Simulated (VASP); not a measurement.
**CdTe (zincblende): a PBE relaxation of cell and atoms in VASP**

INCAR

```
EDIFF = 1E-7
LREAL = .FALSE.
GGA = PE
NELM = 120
NSW = 40
NBANDS = 16
EDIFFG = -5E-3
PREC = Accurate
ISMEAR = -1
ENCUT = 600
LWAVE = .FALSE.
SIGMA = 0.02
LASPH = .TRUE.
IBRION = 2
LCHARG = .FALSE.
ISIF = 3
```

KPOINTS

```
KPOINTS created by Atomic Simulation Environment
0
Gamma
6 6 6
0 0 0
```

POSCAR

```
Cd Te
 1.0000000000000000
     0.0000000000000000    3.2136470683999998    3.2136470683999998
     3.2136470683999998    0.0000000000000000    3.2136470683999998
     3.2136470683999998    3.2136470683999998    0.0000000000000000
 Cd  Te
   1   1
Cartesian
  0.0000000000000000  0.0000000000000000  0.0000000000000000
  1.6068235341999999  1.6068235341999999  1.6068235341999999
```

VASP ran with the recommended PBE PAW datasets (18 valence electrons in the cell).

OSZICAR

```
N       E                     dE             d eps       ncg     rms          rms(c)
DAV:   1     0.107667519620E+03    0.10767E+03   -0.88488E+03   512   0.108E+03
DAV:   2    -0.101779760268E+01   -0.10869E+03   -0.10286E+03   576   0.248E+02
DAV:   3    -0.492818434271E+01   -0.39104E+01   -0.39027E+01   640   0.486E+01
DAV:   4    -0.496443452335E+01   -0.36250E-01   -0.36247E-01   744   0.413E+00
DAV:   5    -0.496456223317E+01   -0.12771E-03   -0.12771E-03   664   0.216E-01    0.591E+00
DAV:   6    -0.474946345773E+01    0.21510E+00   -0.36840E-01   568   0.752E+00    0.477E+00
DAV:   7    -0.473353299487E+01    0.15930E-01   -0.11260E-01   600   0.220E+00    0.178E+00
DAV:   8    -0.473439834489E+01   -0.86535E-03   -0.11483E-02   592   0.124E+00    0.488E-01
DAV:   9    -0.473471374416E+01   -0.31540E-03   -0.98331E-04   600   0.341E-01    0.117E-01
DAV:  10    -0.473476943823E+01   -0.55694E-04   -0.11501E-04   672   0.105E-01    0.567E-02
DAV:  11    -0.473480757937E+01   -0.38141E-04   -0.76536E-05   568   0.610E-02    0.351E-02
DAV:  12    -0.473480660575E+01    0.97362E-06   -0.30915E-06   624   0.162E-02    0.226E-02
DAV:  13    -0.473480619317E+01    0.41258E-06   -0.12328E-06   640   0.618E-03    0.729E-03
...
DAV:  11    -0.480056508370E+01   -0.11093E-06   -0.31972E-08   536   0.131E-03    0.893E-04
DAV:  12    -0.480056508521E+01   -0.15102E-08   -0.10888E-08   408   0.824E-04
   2 F= -.48005651E+01 E0= -.48005651E+01  d E =-.657586E-01
       N       E                     dE             d eps       ncg     rms          rms(c)
DAV:   1    -0.491707646400E+01   -0.11651E+00   -0.21118E+00   624   0.157E+01    0.237E+00
DAV:   2    -0.481688672078E+01    0.10019E+00   -0.24656E-01   576   0.664E+00    0.734E-01
DAV:   3    -0.480684240883E+01    0.10044E-01   -0.21211E-02   632   0.132E+00    0.602E-01
DAV:   4    -0.480553228240E+01    0.13101E-02   -0.23825E-03   560   0.334E-01    0.113E-01
DAV:   5    -0.480549641260E+01    0.35870E-04   -0.21485E-04   608   0.162E-01    0.815E-02
DAV:   6    -0.480551104985E+01   -0.14637E-04   -0.65562E-05   560   0.758E-02    0.225E-02
DAV:   7    -0.480550952294E+01    0.15269E-05   -0.32315E-06   656   0.168E-02    0.643E-03
DAV:   8    -0.480551053787E+01   -0.10149E-05   -0.15876E-06   568   0.789E-03    0.201E-03
DAV:   9    -0.480551061304E+01   -0.75166E-07   -0.46251E-08   544   0.245E-03
   3 F= -.48055106E+01 E0= -.48055106E+01  d E =-.707041E-01
```

From OUTCAR

```
k-points           NKPTS =     16   k-points in BZ     NKDIM =     16   number of bands    NBANDS=     16

   NELECT =      18.0000    total number of electrons

   dimension x,y,z NGX =    36 NGY =   36 NGZ =   36
   dimension x,y,z NGXF=    72 NGYF=   72 NGZF=   72

  energy-cutoff  :      600.00
  volume of cell :       72.63
      direct lattice vectors                 reciprocal lattice vectors
     0.000000000  3.311582899  3.311582899    -0.150985198  0.150985198  0.150985198
     3.311582899 -0.000000000  3.311582899     0.150985198 -0.150985198  0.150985198
     3.311582899  3.311582899 -0.000000000     0.150985198  0.150985198 -0.150985198

 k-points in reciprocal lattice and weights: KPOINTS created by Atomic Simulation Env
   0.00000000  0.00000000  0.00000000       0.005
   0.16666667  0.00000000  0.00000000       0.037
   0.33333333  0.00000000  0.00000000       0.037
   0.50000000  0.00000000  0.00000000       0.019
   0.16666667  0.16666667  0.00000000       0.028
   0.33333333  0.16666667  0.00000000       0.111
   0.50000000  0.16666667  0.00000000       0.111
  -0.33333333  0.16666667  0.00000000       0.111
   ...

 E-fermi :   2.0801

 k-point     1 :       0.0000    0.0000    0.0000
  band No.  band energies     occupation
      1      -9.0397      2.00000
      2      -6.3064      2.00000
      3      -6.3064      2.00000
      4      -6.3064      2.00000
      5      -6.0914      2.00000
      6      -6.0914      2.00000
      7       1.7820      2.00000
      8       1.7820      2.00000
      9       1.7820      2.00000
     10       2.3562      0.00000
     11       6.4195      0.00000
     12       6.4195      0.00000
     13       6.4195      0.00000
     14       9.1537      0.00000
     15      11.0223      0.00000
     16      11.0223      0.00000

 k-point     2 :       0.1667    0.0000    0.0000
  band No.  band energies     occupation
      1      -8.9545      2.00000
      2      -6.2910      2.00000
      3      -6.2910      2.00000
      4      -6.2295      2.00000
      5      -6.0922      2.00000
      6      -6.0922      2.00000
      7       0.1237      2.00000
      8       1.5831      2.00000
      9       1.5831      2.00000
     10       3.4791      0.00000
     11       6.4770      0.00000
     12       6.7292      0.00000
     13       6.7292      0.00000
     14      10.1408      0.00000
     15      10.2192      0.00000
     16      10.2192      0.00000

 k-point     3 :       0.3333    0.0000    0.0000
  band No.  band energies     occupation
      1      -8.7849      2.00000
      2      -6.2646      2.00000
      3      -6.2646      2.00000
      4      -6.0888      2.00000
      5      -6.0888      2.00000
      6      -5.9875      2.00000
      7      -1.5491      2.00000
      8       1.2459      2.00000
      9       1.2459      2.00000
     10       3.6245      0.00000
     11       7.0090      0.00000
     12       7.0090      0.00000
     13       7.8655      0.00000
     14       9.8498      0.00000
     15      10.5852      0.00000
     16      10.5852      0.00000

 k-point     4 :       0.5000    0.0000    0.0000
  band No.  band energies     occupation
      1      -8.7020      2.00000
      2      -6.2542      2.00000
      3      -6.2542      2.00000
      4      -6.0839      2.00000
      5      -6.0839      2.00000
      6      -5.7885      2.00000
      7      -2.2880      2.00000
      8       1.0983      2.00000
      9       1.0983      2.00000
     10       3.5321      0.00000
     11       6.9876      0.00000
     12       6.9876      0.00000
     13       8.7878      0.00000
     14      10.2124      0.00000
     15      11.9284      0.00000
     16      11.9284      0.00000

 k-point     5 :       0.1667    0.1667    0.0000
  band No.  band energies     occupation
      1      -8.9264      2.00000
      2      -6.2754      2.00000
      3      -6.2754      2.00000
      4      -6.2276      2.00000
      5      -6.0974      2.00000
      6      -6.0850      2.00000
      7       0.0894      2.00000
      8       1.2537      2.00000
      9       1.2537      2.00000
     10       4.0603      0.00000
     11       5.5789      0.00000
     12       7.2829      0.00000
     13       7.2829      0.00000
     14       8.9899      0.00000
     15      10.8091      0.00000
     16      11.2610      0.00000

 k-point     6 :       0.3333    0.1667    0.0000
  band No.  band energies     occupation
      1      -8.7860      2.00000
      2      -6.2543      2.00000
      3      -6.2456      2.00000
      4      -6.1269      2.00000
      5      -6.0801      2.00000
      6      -6.0124      2.00000
      7      -1.1612      2.00000
      8       0.7834      2.00000
      9       0.8900      2.00000
     10       4.5030      0.00000
     11       5.8401      0.00000
     12       7.5013      0.00000
     13       7.8234      0.00000
     14       9.5369      0.00000
     15      11.4182      0.00000
     16      11.4644      0.00000

 k-point     7 :       0.5000    0.1667    0.0000
  band No.  band energies     occupation
      1      -8.6768      2.00000
      2      -6.2419      2.00000
      3      -6.2329      2.00000
      4      -6.1033      2.00000
      5      -6.0814      2.00000
      6      -5.7651      2.00000
      7      -2.1104      2.00000
      8       0.3041      2.00000
      9       0.8150      2.00000
     10       4.4509      0.00000
     11       6.5046      0.00000
     12       7.6805      0.00000
     13       8.2461      0.00000
     14      10.4728      0.00000
     15      11.6392      0.00000
     16      12.0074      0.00000

 k-point     8 :      -0.3333    0.1667    0.0000
  band No.  band energies     occupation
      1      -8.7036      2.00000
      2      -6.2445      2.00000
      3      -6.2429      2.00000
      4      -6.0937      2.00000
      5      -6.0922      2.00000
      6      -5.8309      2.00000
      7      -1.8818      2.00000
      8       0.1882      2.00000
      9       1.0781      2.00000
     10       4.4810      0.00000
     11       6.7646      0.00000
     12       7.3923      0.00000
     13       7.9779      0.00000
     14      10.1983      0.00000
     15      10.8510      0.00000
     16      11.9770      0.00000

 k-point     9 :      -0.1667    0.1667    0.0000
  band No.  band energies     occupation
      1      -8.8415      2.00000
      2      -6.2736      2.00000
      3      -6.2614      2.00000
      4      -6.1194      2.00000
      5      -6.0988      2.00000
      6      -6.0669      2.00000
      7      -0.7899      2.00000
      8       0.6813      2.00000
      9       1.4751      2.00000
     10       4.2661      0.00000
     11       6.4598      0.00000
     12       6.9473      0.00000
     13       7.2664      0.00000
     14       9.5087      0.00000
     15      10.6497      0.00000
     16      11.3962      0.00000

 k-point    10 :       0.3333    0.3333    0.0000
  band No.  band energies     occupation
      1      -8.7045      2.00000
      2      -6.2089      2.00000
      3      -6.2089      2.00000
      4      -6.1582      2.00000
      5      -6.0723      2.00000
      6      -5.9111      2.00000
      7      -1.4989      2.00000
      8       0.4577      2.00000
      9       0.4577      2.00000
     10       4.5443      0.00000
     11       4.9510      0.00000
     12       8.9573      0.00000
     13       9.0990      0.00000
     14       9.0990      0.00000
     15      11.9201      0.00000
     16      13.4592      0.00000

 k-point    11 :       0.5000    0.3333    0.0000
  band No.  band energies     occupation
      1      -8.6253      2.00000
      2      -6.2056      2.00000
      3      -6.1918      2.00000
      4      -6.1422      2.00000
      5      -6.0730      2.00000
      6      -5.7077      2.00000
      7      -2.0390      2.00000
      8      -0.1339      2.00000
      9       0.3376      2.00000
     10       4.6366      0.00000
     11       5.4757      0.00000
     12       8.6195      0.00000
     13       9.3084      0.00000
     14      10.5699      0.00000
     15      12.2847      0.00000
     16      12.9257      0.00000

 k-point    12 :      -0.3333    0.3333    0.0000
  band No.  band energies     occupation
      1      -8.6256      2.00000
      2      -6.2218      2.00000
      3      -6.2074      2.00000
      4      -6.1124      2.00000
      5      -6.0868      2.00000
      6      -5.6613      2.00000
      7      -2.0582      2.00000
      8      -0.5462      2.00000
      9       0.6131      2.00000
     10       4.8083      0.00000
     11       6.7701      0.00000
     12       8.5147      0.00000
     13       8.6183      0.00000
     14       9.1705      0.00000
     15      10.6985      0.00000
     16      13.7687      0.00000

 ...

  Total        0.0066005      0.0066005      0.0066005      0.0000000      0.0000000      0.0000000
  in kB        0.1455954      0.1455954      0.1455954      0.0000000      0.0000000      0.0000000
  external PRESSURE =       0.1455954 kB  Pullay stress =       0.0000000 kB

 POSITION                                       TOTAL-FORCE (eV/Angst)
 -----------------------------------------------------------------------------------
      0.00000      0.00000      0.00000         0.000000      0.000000      0.000000
      1.65579      1.65579      1.65579        -0.000000     -0.000000     -0.000000
 -----------------------------------------------------------------------------------
    total drift:                               -0.000000     -0.000000     -0.000001

  FREE ENERGIE OF THE ION-ELECTRON SYSTEM (eV)
  ---------------------------------------------------
  free  energy   TOTEN  =        -4.8055106130 eV

  energy  without entropy=       -4.8055106073  energy(sigma->0) =       -4.80551061
```

CONTCAR

```
Cd Te
   1.00000000000000
     0.0000000000000000    3.3115828990251046    3.3115828990251046
     3.3115828990251046   -0.0000000000000000    3.3115828990251046
     3.3115828990251046    3.3115828990251046   -0.0000000000000000
  Cd              Te
     1     1
Direct
     0.0000000000000000    0.0000000000000000    0.0000000000000000
     0.2500000000000000    0.2500000000000000    0.2500000000000000

  0.00000000E+00  0.00000000E+00  0.00000000E+00
  0.00000000E+00  0.00000000E+00  0.00000000E+00
```

```json
{
  "relaxed cell vector lengths": "4.683, 4.683, 4.683 Å",
  "relaxed cell volume": "72.63 Å³"
}
```
